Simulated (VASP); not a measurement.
# WS2 (Tungstenite) (P6_3/mmc) in VASP: further runs

Aim: see how the results for WS2 (Tungstenite) move with the level of theory and the settings. Levels: PBEsol, PBE+D3(BJ). Tasks: relaxation of cell and atoms.

Everything below comes from runs of VASP 6.6.1. Logs are shortened: lines on timing, memory, paths and dates and some standing lists are left out, and cuts for length are marked.

## Step 1: The structure

It takes space group P6_3/mmc (No. 194, hexagonal). The conventional cell has a = 3.180 Å, b = 3.180 Å, c = 12.500 Å, α = 90.00°, β = 90.00°, γ = 120.00°. Around W (site symmetry -6m2) lie 6 S at 2.41 Å. Around S (site symmetry 3m) lie 3 W at 2.41 Å.

## Step 2: Relaxation of cell and atoms, PBEsol

Input file INCAR:

```
SYSTEM = WS2
  PREC = Accurate
  ENCUT = 600
  EDIFF = 1E-6
  ISMEAR = 0
  SIGMA = 0.03
  LREAL = .FALSE.
  LASPH = .TRUE.
  NELM = 80
  ALGO = Normal
  ISIF = 3
  LWAVE = .FALSE.
  LCHARG = .FALSE.
  GGA = PS
  IBRION = 2
  NSW = 90
  EDIFFG = -0.01
  KPAR = 2
```

Input file KPOINTS:

```
regular mesh
0
G
  12 12 3
  0 0 0
```

Input file POSCAR:

```
WS2
1.0
    3.1800000000      0.0000000000      0.0000000000
   -1.5900000000      2.7539607840      0.0000000000
    0.0000000000      0.0000000000     12.5000000000
W S
2 4
Direct
    0.3333333333      0.6666666667      0.2500000000
    0.6666666667      0.3333333333      0.7500000000
    0.3333333333      0.6666666667      0.6250000000
    0.6666666667      0.3333333333      0.1250000000
    0.3333333333      0.6666666667      0.8750000000
    0.6666666667      0.3333333333      0.3750000000
```

Potentials or basis: VASP PAW PBE potentials, release 64 (W_sv, S).

The run is started by

```console
$ cat potpaw_PBE.64/W_sv/POTCAR potpaw_PBE.64/S/POTCAR > POTCAR
$ mpirun -np 2 vasp_std > vasp.out
```

OUTCAR:

```text
SYSTEM = WS2
   PREC = Accurate
   ENCUT = 600
   EDIFF = 1E-6
   ISMEAR = 0
   LREAL = .FALSE.
   LASPH = .TRUE.
   NELM = 80
   ISIF = 3
   GGA = PS
   IBRION = 2
   NSW = 90
   EDIFFG = -0.01

 ion  position               nearest neighbor table
   1  0.333  0.667  0.250-   4 2.41   6 2.41   4 2.41   6 2.41   4 2.41   6 2.41
   2  0.667  0.333  0.750-   3 2.41   5 2.41   3 2.41   5 2.41   3 2.41   5 2.41
   3  0.333  0.667  0.625-   2 2.41   2 2.41   2 2.41
   4  0.667  0.333  0.125-   1 2.41   1 2.41   1 2.41
   5  0.333  0.667  0.875-   2 2.41   2 2.41   2 2.41
   6  0.667  0.333  0.375-   1 2.41   1 2.41   1 2.41

  LATTYP: Found a hexagonal cell.
 ALAT       =     3.1800000000
 C/A-ratio  =     3.9308176101

  Lattice vectors:

 A1 = (   3.1800000000,   0.0000000000,   0.0000000000)
 A2 = (  -1.5900000000,   2.7539607840,   0.0000000000)
 A3 = (   0.0000000000,   0.0000000000,  12.5000000000)

Analysis of symmetry for initial positions (statically):
=====================================================================
 Subroutine PRICEL returns:
 Original cell was already a primitive cell.

 Routine SETGRP: Setting up the symmetry group for a
 hexagonal supercell.

 Subroutine GETGRP returns: Found 24 space group operations
 (whereof 12 operations were pure point group operations)
 out of a pool of 24 trial point group operations.

The static configuration has the point symmetry D_3d.
 The point group associated with its full space group is D_6h.

Analysis of symmetry for dynamics (positions and initial velocities):
=====================================================================
 Subroutine PRICEL returns:
 Original cell was already a primitive cell.

 Routine SETGRP: Setting up the symmetry group for a
 hexagonal supercell.

 Subroutine GETGRP returns: Found 24 space group operations
 (whereof 12 operations were pure point group operations)
 out of a pool of 24 trial point group operations.

The dynamic configuration has the point symmetry D_3d.
 The point group associated with its full space group is D_6h.

 Subroutine INISYM returns: Found 24 space group operations
 (whereof 12 operations are pure point group operations),
 and found     1 'primitive' translations

----------------------------------------------------------------------------------------

                                     Primitive cell

  volume of cell :     109.4699

  direct lattice vectors                    reciprocal lattice vectors
[... 120 lines left out ...]
   GGA     = PS    functional components
   LHFCALC =     F    Hartree Fock is set to
   AEXX    =    0.0000 exact exchange contribution
   IVDW    =     0    specifies the selected vdW correction
   LEPSILON=     F    determine dielectric tensor
   LRPA    =     F    only Hartree local field effects (RPA)
 conjugate gradient relaxation of ions
 non-spin polarized calculation
 Gauss-broadening in eV      SIGMA  =   0.03
  energy-cutoff  :      600.00
  volume of cell :      109.47
 maximum number of plane-waves:      3677
 NGX is ok and might be reduce to    28
   NGX = 13   NGY = 13   NGZ = 49

--------------------------------------- Ionic step        1  -------------------------------------------

 number of electron      51.9999998 magnetization

 Free energy of the ion-electron system (eV)
  ---------------------------------------------------
  ext. energy  EPLUGINS =         0.00000000
  ---------------------------------------------------
  free energy    TOTEN  =       -50.53197681 eV

  energy without entropy =      -50.53197681  energy(sigma->0) =      -50.53197681

------------------------ aborting loop because EDIFF is reached ----------------------------------------

  FORCE on cell =-STRESS in cart. coord.  units (eV):
  Direction    XX          YY          ZZ          XY          YZ          ZX
  --------------------------------------------------------------------------------------
  -------------------------------------------------------------------------------------
  Total       -2.3042153     -2.3042153     -0.6396250      0.0000000      0.0000000      0.0000000
  in kB      -33.7239741    -33.7239741     -9.3614066      0.0000000      0.0000000      0.0000000
  external PRESSURE =     -25.6031183 kB  Pullay stress =       0.0000000 kB
[... 101 lines left out ...]
  FREE ENERGIE OF THE ION-ELECTRON SYSTEM (eV)
  ---------------------------------------------------
  free  energy   TOTEN  =       -50.5500396939 eV

  energy  without entropy=      -50.5500396939  energy(sigma->0) =      -50.55003969

[... ionic steps 4 to 15 ...]

--------------------------------------- Ionic step       16  -------------------------------------------

 number of electron      51.9999996 magnetization

------------------------ aborting loop because EDIFF is reached ----------------------------------------
[... 75 lines left out ...]
--------------------------------------- Ionic step       18  -------------------------------------------

 number of electron      51.9999997 magnetization

 Free energy of the ion-electron system (eV)
  ---------------------------------------------------
  ext. energy  EPLUGINS =         0.00000000
  ---------------------------------------------------
  free energy    TOTEN  =       -50.55607227 eV

  energy without entropy =      -50.55607227  energy(sigma->0) =      -50.55607227

 E-fermi :   7.3311     XC(G=0): -10.9451

 val. band max:        6.9694322238   @ k =   0.0000   0.0000   0.0000
 cond. band min:       8.0805644588   @ k =   0.1667   0.1667   0.0000
 fundamental gap:      1.1111322349
 Fermi energy:         7.3311072376

 k-point     1 :       0.0000    0.0000    0.0000
  band No.  band energies     occupation
      1     -67.4542      2.00000
      2     -67.4541      2.00000
      3     -31.7313      2.00000
      4     -31.7313      2.00000
      5     -31.5378      2.00000
      6     -31.5378      2.00000
[... 805 lines left out ...]
     30       9.2380      0.00000
     31      10.1293      0.00000

 [... further k-points ...]

------------------------ aborting loop because EDIFF is reached ----------------------------------------

  FORCE on cell =-STRESS in cart. coord.  units (eV):
  Direction    XX          YY          ZZ          XY          YZ          ZX
  --------------------------------------------------------------------------------------
  -------------------------------------------------------------------------------------
  Total        0.0268116      0.0268116      0.0181265      0.0000000      0.0000000      0.0000000
  in kB        0.3947920      0.3947920      0.2669068      0.0000000      0.0000000      0.0000000
  external PRESSURE =       0.3521636 kB  Pullay stress =       0.0000000 kB
[... 21 lines left out ...]
  FREE ENERGIE OF THE ION-ELECTRON SYSTEM (eV)
  ---------------------------------------------------
  free  energy   TOTEN  =       -50.5560722657 eV

  energy  without entropy=      -50.5560722657  energy(sigma->0) =      -50.55607227

 reached required accuracy - stopping structural energy minimisation
```

It took 7.6 min on 2 MPI ranks of AMD EPYC 9R45 (Zen 5), shared host; peak memory 0.35 GiB.

What came out:

| Quantity | Value |
| --- | --- |
| Free energy | -50.5561 eV |
| Relaxed volume | 18.13 Å³/atom |
| Relaxed cell | a = 3.147 Å, b = 3.147 Å, c = 12.688 Å, α = 90.00°, β = 90.00°, γ = 120.00° |
| Space group after relaxing (to 0.05 Å) | P6_3/mmc (No. 194) |
| Energy gained by relaxing | 4.0 meV/atom |
| Ionic steps | 18 |
| Pressure after relaxing | 0.0 GPa |
| Band gap on the k mesh | 1.11 eV, indirect (least direct gap 1.87 eV) |

Forces on the atoms (eV/Å):
```
W    0.000  0.000  0.000
W    0.000  0.000  0.000
S    0.000  0.000 -0.003
S    0.000  0.000 -0.003
S    0.000  0.000  0.003
S    0.000  0.000  0.003
```

Step by step:
```csv
step,energy change (eV),largest force (eV/Å),pressure (GPa),volume (Å³)
1,0.0000,0.1340,-2.56,109.47
2,0.0294,0.6171,5.37,104.91
3,-0.0181,0.1422,0.27,107.70
4,-0.0223,0.0815,-0.07,107.50
5,-0.0229,0.0217,0.02,107.56
6,-0.0229,0.0255,0.02,107.55
7,-0.0230,0.0192,0.07,107.58
8,-0.0232,0.0019,0.22,107.65
9,-0.0232,0.0341,0.53,107.80
10,-0.0233,0.0108,0.34,107.70
11,-0.0233,0.0101,0.34,107.72
12,-0.0234,0.0074,0.31,107.77
13,-0.0235,0.0021,0.26,107.86
14,-0.0237,0.0085,0.17,108.06
15,-0.0239,0.0290,-0.02,108.44
16,-0.0239,0.0326,-0.05,108.51
17,-0.0240,0.0239,-0.03,108.59
18,-0.0241,0.0025,0.04,108.81
```

Final structure:
```
CELL_PARAMETERS angstrom
3.14677 0.00000 0.00000
-1.57339 2.72518 0.00000
0.00000 0.00000 12.68830
ATOMIC_POSITIONS crystal
W 0.33333 0.66667 0.25000
W 0.66667 0.33333 0.75000
S 0.33333 0.66667 0.62641
S 0.66667 0.33333 0.12641
S 0.33333 0.66667 0.87359
S 0.66667 0.33333 0.37359
```

Caveat: the PAW data sets were made with another functional, which shifts forces and pressure a little; spin-orbit coupling is left out, which moves the levels of the heavy elements; an odd mesh through Γ misses points on the zone boundary, where band edges often lie; this functional lacks dispersion, which binds the layers, so the pressure and a relaxed spacing across them are unreliable.

## Step 3: Relaxation of cell and atoms, PBEsol

This run uses another cell than the first one, of 18.13 Å³/atom, 0.994 times its volume.

Edit INCAR of step 2 so:

```diff
@@ -3,3 +3,3 @@
   ENCUT = 600
-  EDIFF = 1E-6
+  EDIFF = 1E-7
   ISMEAR = 0
@@ -16,3 +16,3 @@
   NSW = 90
-  EDIFFG = -0.01
+  EDIFFG = -0.005
   KPAR = 2
```

KPOINTS is that of step 2.

Input file POSCAR:

```
WS2                                     
1.0
    3.1467721345      0.0000000000      0.0000000000
   -1.5733860673      2.7251846084      0.0000000000
    0.0000000000      0.0000000000     12.6882997430
  W               S             
     2     4
Direct
     0.3333333332999970    0.6666666667000030    0.2500000000000000
     0.6666666667000030    0.3333333332999970    0.7500000000000000
     0.3333333332999970    0.6666666667000030    0.6264069258623109
     0.6666666667000030    0.3333333332999970    0.1264069258623110
     0.3333333332999970    0.6666666667000030    0.8735930741376891
     0.6666666667000030    0.3333333332999970    0.3735930741376891
```

Potentials or basis: VASP PAW PBE potentials, release 64 (W_sv, S).

The run is started by

```console
$ cat potpaw_PBE.64/W_sv/POTCAR potpaw_PBE.64/S/POTCAR > POTCAR
$ mpirun -np 2 vasp_std > vasp.out
```

OUTCAR:

```text
SYSTEM = WS2
   PREC = Accurate
   ENCUT = 600
   EDIFF = 1E-7
   ISMEAR = 0
   LREAL = .FALSE.
   LASPH = .TRUE.
   NELM = 80
   ISIF = 3
   GGA = PS
   IBRION = 2
   NSW = 90
   EDIFFG = -0.005

 ion  position               nearest neighbor table
   1  0.333  0.667  0.250-   4 2.40   6 2.40   4 2.40   6 2.40   4 2.40   6 2.40
   2  0.667  0.333  0.750-   3 2.40   5 2.40   3 2.40   5 2.40   3 2.40   5 2.40
   3  0.333  0.667  0.626-   2 2.40   2 2.40   2 2.40
   4  0.667  0.333  0.126-   1 2.40   1 2.40   1 2.40
   5  0.333  0.667  0.874-   2 2.40   2 2.40   2 2.40
   6  0.667  0.333  0.374-   1 2.40   1 2.40   1 2.40

  LATTYP: Found a hexagonal cell.
 ALAT       =     3.1467721345
 C/A-ratio  =     4.0321634998

  Lattice vectors:

 A1 = (   3.1467721345,   0.0000000000,   0.0000000000)
 A2 = (  -1.5733860673,   2.7251846084,   0.0000000000)
 A3 = (   0.0000000000,   0.0000000000,  12.6882997430)

Analysis of symmetry for initial positions (statically):
=====================================================================
 Subroutine PRICEL returns:
 Original cell was already a primitive cell.

 Routine SETGRP: Setting up the symmetry group for a
 hexagonal supercell.

 Subroutine GETGRP returns: Found 24 space group operations
 (whereof 12 operations were pure point group operations)
 out of a pool of 24 trial point group operations.

The static configuration has the point symmetry D_3d.
 The point group associated with its full space group is D_6h.

Analysis of symmetry for dynamics (positions and initial velocities):
=====================================================================
 Subroutine PRICEL returns:
 Original cell was already a primitive cell.

 Routine SETGRP: Setting up the symmetry group for a
[... 136 lines left out ...]
  volume/ion in A,a.u.               =      18.13       122.38
  Fermi-wavevector in a.u.,A,eV,Ry     =   1.279934  2.418725 22.289502  1.638232
  Thomas-Fermi vector in A             =   2.412391
   LORBIT       =      0    0 simple, 1 ext, 2 COOP (PROOUT), +10 PAW based schemes
   GGA     = PS    functional components
   LHFCALC =     F    Hartree Fock is set to
   AEXX    =    0.0000 exact exchange contribution
   IVDW    =     0    specifies the selected vdW correction
   LEPSILON=     F    determine dielectric tensor
   LRPA    =     F    only Hartree local field effects (RPA)
 conjugate gradient relaxation of ions
 non-spin polarized calculation
 Gauss-broadening in eV      SIGMA  =   0.03
  energy-cutoff  :      600.00
  volume of cell :      108.81
 maximum number of plane-waves:      3659
 NGX is ok and might be reduce to    28
   NGX = 13   NGY = 13   NGZ = 51

 number of electron      52.0000000 magnetization

 Free energy of the ion-electron system (eV)
  ---------------------------------------------------
  ext. energy  EPLUGINS =         0.00000000
  ---------------------------------------------------
  free energy    TOTEN  =       -50.55602654 eV

  energy without entropy =      -50.55602654  energy(sigma->0) =      -50.55602654

 E-fermi :   7.3311     XC(G=0): -10.9450

 val. band max:        6.9694354302   @ k =   0.0000   0.0000   0.0000
 cond. band min:       8.0805804539   @ k =   0.1667   0.1667   0.0000
 fundamental gap:      1.1111450236
 Fermi energy:         7.3310923569

 k-point     1 :       0.0000    0.0000    0.0000
  band No.  band energies     occupation
      1     -67.4543      2.00000
      2     -67.4543      2.00000
      3     -31.7314      2.00000
      4     -31.7313      2.00000
      5     -31.5379      2.00000
      6     -31.5379      2.00000
[... 805 lines left out ...]
     30       9.2380      0.00000
     31      10.1294      0.00000

 [... further k-points ...]

------------------------ aborting loop because EDIFF is reached ----------------------------------------

  FORCE on cell =-STRESS in cart. coord.  units (eV):
  Direction    XX          YY          ZZ          XY          YZ          ZX
  --------------------------------------------------------------------------------------
  -------------------------------------------------------------------------------------
  Total        0.0245619      0.0245619      0.0229388     -0.0000000      0.0000000      0.0000000
  in kB        0.3616668      0.3616668      0.3377658     -0.0000000      0.0000000      0.0000000
  external PRESSURE =       0.3536998 kB  Pullay stress =       0.0000000 kB

 VOLUME and BASIS-vectors are now :
 -----------------------------------------------------------------------------
  energy-cutoff  :      600.00
  volume of cell :      108.81
      direct lattice vectors                 reciprocal lattice vectors
     3.146772134  0.000000000  0.000000000     0.317785959  0.183473809  0.000000000
    -1.573386067  2.725184608  0.000000000     0.000000000  0.366947618  0.000000000
     0.000000000  0.000000000 12.688299743     0.000000000  0.000000000  0.078812766

 POSITION                                       TOTAL-FORCE (eV/Angst)
 -----------------------------------------------------------------------------------
     -0.00000      1.81679      3.17207        -0.000000      0.000000     -0.000000
      1.57339      0.90839      9.51622         0.000000     -0.000000     -0.000000
     -0.00000      1.81679      7.94804        -0.000000      0.000000     -0.002522
      1.57339      0.90839      1.60389         0.000000     -0.000000     -0.002522
     -0.00000      1.81679     11.08441        -0.000000      0.000000      0.002522
      1.57339      0.90839      4.74026         0.000000     -0.000000      0.002522
 -----------------------------------------------------------------------------------
    total drift:                               -0.000000      0.000000     -0.000000

  FREE ENERGIE OF THE ION-ELECTRON SYSTEM (eV)
  ---------------------------------------------------
  free  energy   TOTEN  =       -50.5560265411 eV

  energy  without entropy=      -50.5560265411  energy(sigma->0) =      -50.55602654

 reached required accuracy - stopping structural energy minimisation
```

OSZICAR:

```text
N       E                     dE             d eps       ncg     rms          rms(c)
DAV:   1     0.552927884576E+03    0.55293E+03   -0.31141E+04  2596   0.186E+03
DAV:   2    -0.152332952508E+02   -0.56816E+03   -0.55670E+03  2790   0.474E+02
DAV:   3    -0.521029156074E+02   -0.36870E+02   -0.36075E+02  2996   0.106E+02
DAV:   4    -0.531037280549E+02   -0.10008E+01   -0.99775E+00  2901   0.178E+01
DAV:   5    -0.531284538770E+02   -0.24726E-01   -0.24716E-01  2965   0.290E+00    0.396E+01
DAV:   6    -0.509199593258E+02    0.22085E+01   -0.12079E+01  2732   0.205E+01    0.171E+01
DAV:   7    -0.506726871576E+02    0.24727E+00   -0.34506E+00  2765   0.849E+00    0.609E+00
DAV:   8    -0.505577187583E+02    0.11497E+00   -0.56459E-01  3050   0.442E+00    0.197E+00
DAV:   9    -0.505584610143E+02   -0.74226E-03   -0.57525E-02  3386   0.121E+00    0.973E-01
DAV:  10    -0.505563898476E+02    0.20712E-02   -0.28074E-02  2956   0.105E+00    0.361E-01
DAV:  11    -0.505560427169E+02    0.34713E-03   -0.44265E-03  2906   0.404E-01    0.132E-01
DAV:  12    -0.505560122822E+02    0.30435E-04   -0.19986E-04  2926   0.948E-02    0.465E-02
DAV:  13    -0.505560254993E+02   -0.13217E-04   -0.83898E-05  3081   0.497E-02    0.161E-02
DAV:  14    -0.505560263642E+02   -0.86494E-06   -0.61557E-06  2887   0.168E-02    0.106E-02
DAV:  15    -0.505560264533E+02   -0.89094E-07   -0.13216E-06  2766   0.609E-03    0.224E-03
DAV:  16    -0.505560265579E+02   -0.10458E-06   -0.32444E-07  2504   0.294E-03    0.124E-03
DAV:  17    -0.505560265411E+02    0.16799E-07   -0.27748E-08  1934   0.104E-03
   1 F= -.50556027E+02 E0= -.50556027E+02  d E =-.505560E+02
```

It took 63 s on 2 MPI ranks of AMD EPYC 9R45 (Zen 5), shared host; peak memory 0.31 GiB.

What came out:

| Property | Result |
| --- | --- |
| Free energy | -50.5560 eV |
| Pressure after relaxing | 0.0 GPa |
| Band gap on the k mesh | 1.11 eV, indirect (least direct gap 1.87 eV) |

Forces on the atoms (eV/Å):
```
W    0.000  0.000  0.000
W    0.000  0.000  0.000
S    0.000  0.000 -0.003
S    0.000  0.000 -0.003
S    0.000  0.000  0.003
S    0.000  0.000  0.003
```

Final structure:
```
W S
1.0
     3.14677    0.00000    0.00000
    -1.57339    2.72518    0.00000
     0.00000    0.00000   12.68830
W S
2 4
Direct
  0.33333 0.66667 0.25000
  0.66667 0.33333 0.75000
  0.33333 0.66667 0.62641
  0.66667 0.33333 0.12641
  0.33333 0.66667 0.87359
  0.66667 0.33333 0.37359
```

Levels at points of the mesh, in eV from the valence-band top:
```csv
k point,band 24,band 25,band 26,band 27,band 28,band 29
"(0.00, 0.00, 0.00)",-1.64,-1.12,0.00,2.46,2.46,2.47
"(0.50, 0.00, 0.00)",-1.64,-1.57,-1.45,2.47,2.50,2.75
```

Caveat: the relaxation stopped at its first step, so nothing moved; the PAW data sets were made with another functional, which shifts forces and pressure a little; spin-orbit coupling is left out, which moves the levels of the heavy elements; an odd mesh through Γ misses points on the zone boundary, where band edges often lie; this functional lacks dispersion, which binds the layers, so the pressure and a relaxed spacing across them are unreliable.

(Part 1 of 2 ends here.)
